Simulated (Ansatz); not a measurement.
Structure from Materials Project entry mp-22893 (possibly hypothetical), not relaxed further.

An input for PbI$_{2}$: DFT, PBEsol, all-electron LAPW, scalar-relativistic (Ansatz 0.2.0).

Command: `ansatz run input.yaml --threads 1 --pin off --max-ram 3072MiB --backend cpu --events-out ev --progress --plain --runs-dir out` The run took about 17 s on 1 thread of a shared machine.

```yaml
crystal:
  lattice:
    - [4.6126901201, 0.0, 0.0]
    - [-2.3063450601, 3.9947068238, 0.0]
    - [0.0, 0.0, 7.2570292713]
  atoms:
    - { symbol: Pb, position: [0.0, 0.0, 0.0] }
    - { symbol: I, position: [0.6666666667, 0.3333333333, 0.74094648] }
    - { symbol: I, position: [0.3333333333, 0.6666666667, 0.25905352] }
kpoints:
  mp_grid: { grid: [6, 6, 4] }
  band_path:
    path:
      - [0.0, 0.0, 0.0]
      - [0.5, 0.0, 0.0]
      - [0.3333333333, 0.3333333333, 0.0]
      - [0.0, 0.0, 0.0]
      - [0.0, 0.0, 0.5]
      - [0.5, 0.0, 0.5]
      - [0.3333333333, 0.3333333333, 0.5]
      - [0.0, 0.0, 0.5]
      - [0.5, 0.0, 0.5]
    npoints: 8
scf:
  occupations: { method: fermi_dirac, width: 0.02 }
hamiltonian:
  xc: pbesol
  pseudopotentials: { kind: all_electron, lapw: { basis_error: 0.001 } }
output:
  forces: true
  stress: true
  eigenvalues: true
  populations: true
  dos: { projected: true, de: 0.2, e_range: [-14, 8] }
```

Set-up and iterations as logged by Ansatz (the results part is left out, to be predicted):

```
Pb: projections on atomic orbitals take those of the free atom 1s2 2s2 2p6 3s2 3p6 3d10 4s2 4p6 4d10 4f14 5s2 5p6 5d10 6s2 6p2, of charge +0.00 (hamiltonian.pseudopotentials.projection_atoms)
I: projections on atomic orbitals take those of the free atom 1s2 2s2 2p6 3s2 3p6 3d10 4s2 4p6 4d10 5s2 5p5, of charge +0.00 (hamiltonian.pseudopotentials.projection_atoms)
LAPW: plane waves up to 6.707 Å⁻¹, error target 1.0e-3 eV per atom; small_component_spin mean_spin; I in spheres of 1.580 Å, 25 of its electrons in bands, Dirac shells []; Pb in spheres of 1.680 Å, 36 of its electrons in bands, Dirac shells []
Engine: ansatz 0.2.0
Pseudopotentials: kind: all_electron
Pseudopotential: Pb, LAPW, valence charge 36, Koelling and Harmon's equation, gaussian nucleus
Pseudopotential: I, LAPW, valence charge 25, Koelling and Harmon's equation, gaussian nucleus
Functional definition: PBEsol
  exchange = pbesol_x
  correlation = pbesol_c
Crystal: 3 atoms, lattice volume = 133.721 Å³
Basis set: ecut = 171.38407665459704 eV, 687 PW (Γ), exchange–correlation at level 2
Bands: 52, of which v1, the nominal top of the filled ones, is band 43 counted from 1 (42 counted from 0)
Symmetry: 12 space group operations
Space group: P-3m1 (ITA 164), of the structure as read, at distance tolerance 5.1e-5 Å
k-points: 24 of 144
Non-local potential: Pb, projectors of the file, none
Non-local potential: I, projectors of the file, none
Initial density: superposition of atomic densities (chi_scale 0.1, normalization cell, long waves kept (reshape's long-wave potential 0.16 eV rms))
Initial wavefunctions: plane waves of lowest kinetic energy (no species holds an atomic orbital)
Functional: x = pbesol(κ = 0.804, μ = 0.12345679012345678), c = pbesol(β = 0.046)
iter 1 solved again at ethr=7.53e-4 eV; its pass at ethr=1.00e-1 eV (dr2=6.47e-1 eV) is discarded
SCF iter   1: F=—  HF=-955039.754290 eV  |F-HF|=—  |Δ(HF+E_count)|=         —  Δρ=1.21e-2  dr2=6.47e-1  ethr=7.53e-4  ⟨swp⟩=2.6  Hψ=7729  notcnv=0
SCF iter   2: F=—  HF=-955039.563925 eV  |F-HF|=—  |Δ(HF+E_count)|=   1.90e-1  Δρ=5.21e-3  dr2=6.94e-2  ethr=7.52e-4  ⟨swp⟩=3.0  Hψ=3934  notcnv=0
SCF iter   3: F=—  HF=-955039.558489 eV  |F-HF|=—  |Δ(HF+E_count)|=   5.44e-3  Δρ=2.76e-3  dr2=2.19e-2  ethr=8.07e-5  ⟨swp⟩=2.0  Hψ=3862  notcnv=0
iter 4 solved again at ethr=1.09e-6 eV; its pass at ethr=2.54e-5 eV (dr2=9.35e-4 eV) is discarded
SCF iter   4: F=—  HF=-955039.559627 eV  |F-HF|=—  |Δ(HF+E_count)|=   1.14e-3  Δρ=5.89e-4  dr2=9.37e-4  ethr=1.09e-6  ⟨swp⟩=2.0  Hψ=6392  notcnv=0
SCF iter   5: F=—  HF=-955039.559743 eV  |F-HF|=—  |Δ(HF+E_count)|=   1.16e-4  Δρ=1.02e-4  dr2=1.97e-5  ethr=1.09e-6  ⟨swp⟩=2.1  Hψ=3657  notcnv=0
SCF iter   6: F=—  HF=-955039.559746 eV  |F-HF|=—  |Δ(HF+E_count)|=   3.10e-6  Δρ=4.13e-5  dr2=4.45e-6  ethr=2.29e-8  ⟨swp⟩=3.0  Hψ=3780  notcnv=0
SCF iter   7: F=—  HF=-955039.559746 eV  |F-HF|=—  |Δ(HF+E_count)|=   3.14e-7  Δρ=1.69e-5  dr2=5.75e-7  ethr=5.17e-9  ⟨swp⟩=3.0  Hψ=3737  notcnv=0
SCF iter   8: F=-955039.559748 eV  HF=-955039.559748 eV  |F-HF|=1.59e-7  |Δ(HF+E_count)|=   1.70e-6  Δρ=5.71e-6  dr2=8.71e-8  ethr=6.69e-10  ⟨swp⟩=3.0  Hψ=3834  notcnv=0
```

Problem. What pressure will this run report?

Solution. -1.01 GPa (positive in compression).

Problem. How large will the largest force be?

Solution. 0.178 eV/Å.

Problem. Is there a band gap?

Solution. 2.24 eV, direct at A (0, 0, 0.5).
